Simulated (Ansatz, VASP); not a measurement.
This is a calculation of AlNi3 for Ansatz 0.2.0.

The input input.yaml:

```yaml
crystal:
  lattice:
    - [0.0, 2.8018887551, 2.8018887551]
    - [2.8018887551, 0.0, 2.8018887551]
    - [2.8018887551, 2.8018887551, 0.0]
  atoms:
    - { symbol: Ni, position: [0.75, 0.75, 0.75], spin: 1.0 }
    - { symbol: Ni, position: [0.0, 0.0, 0.0], spin: 1.0 }
    - { symbol: Ni, position: [0.25, 0.25, 0.25], spin: 1.0 }
    - { symbol: Al, position: [0.5, 0.5, 0.5] }
kpoints:
  mp_grid: { grid: [8, 8, 8] }
scf:
  occupations: { method: fermi_dirac, width: 0.05 }
hamiltonian:
  xc: lda
  pseudopotentials: { kind: all_electron, lapw: { basis_error: 0.002 } }
magnetization:
  spin_polarized: true
output:
  forces: true
  stress: true
  eigenvalues: true
```

Potentials or basis: all-electron LAPW, scalar-relativistic.

Command:

```console
$ ansatz run input.yaml --threads 4 --pin off --max-ram 12288MiB --backend cpu --events-out ev --progress --plain --runs-dir out
```

Problem. Set up the same calculation for VASP 6.6.1. Potentials there: VASP PAW LDA potentials, release 64 (Ni, Al).

Solution. As run (the cutoff follows the program's own potentials):

Contents of INCAR:

```
SYSTEM = AlNi3
ALGO = Normal ; EDIFF = 1E-6
ENCUT = 520 ; ISIF = 2
ISMEAR = -1 ; ISPIN = 2
LASPH = .TRUE. ; LCHARG = .FALSE.
LMAXMIX = 4 ; LORBIT = 11
LREAL = .FALSE. ; LWAVE = .FALSE.
MAGMOM = 1 1 1 0 ; NBANDS = 28
NELM = 150 ; PREC = Accurate
SIGMA = 0.05
```

The input KPOINTS:

```
k-points
0
G
  8 8 8
  0 0 0
```

The input POSCAR:

```
AlNi3
1.0
    0.0000000000      2.8018887551      2.8018887551
    2.8018887551      0.0000000000      2.8018887551
    2.8018887551      2.8018887551      0.0000000000
Ni Al
3 1
Direct
    0.7500000000      0.7500000000      0.7500000000
    0.0000000000      0.0000000000      0.0000000000
    0.2500000000      0.2500000000      0.2500000000
    0.5000000000      0.5000000000      0.5000000000
```

Potentials or basis: VASP PAW LDA potentials, release 64 (Ni, Al).

Launch:

```console
$ cat potpaw_LDA.64/Ni/POTCAR potpaw_LDA.64/Al/POTCAR > POTCAR
$ mpirun -np 1 vasp_std > vasp.out
```

Both were run:

|  | VASP | Ansatz | Ansatz less VASP |
| --- | --- | --- | --- |
| gap on the k mesh at the Fermi level (eV) | none | none | - |
| pressure (GPa) | -7.1 | -7.4 | -0.32 |
| net moment per atom (μB) | 0.00 | 0.00 | 0.000 |

A gap of «none» marks a metal or a gap that the smearing closes. Ansatz ran all-electron here, so the differences hold the error of VASP's frozen core and of both bases.

Caveats: the starting moments weren't kept (Ansatz).
